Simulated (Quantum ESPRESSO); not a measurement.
FePt (Tetraferroplatinum):

```
Pt Fe
1.0
     2.72350    0.00000    0.00000
     0.00000    2.72350    0.00000
     0.00000    0.00000    3.72000
Pt Fe
1 1
Direct
  0.50000 0.50000 0.50000
  0.00000 0.00000 0.00000
```

Base run:

```yaml
Program: Quantum ESPRESSO 7.5
Functional: PBEsol
Potentials_or_basis: GBRV 1.5 PBEsol
Cutoff: 762 eV
Density_cutoff: 6095 eV
k_mesh: 8 × 8 × 6
Occupations: fermi-dirac, width 0.05 eV
Spin: collinear spin, ferromagnetic start
Starting_moments: "[0.0, 3.0] μB"
```

Its results: band gap on the k mesh none (metal or under the smearing width); pressure -5.8 GPa.

Q: The run is repeated on the same cell with these changes: spin from collinear spin, ferromagnetic start to no spin polarisation. What comes out?

A: Band gap on the k mesh none (metal or under the smearing width); pressure -22.9 GPa.
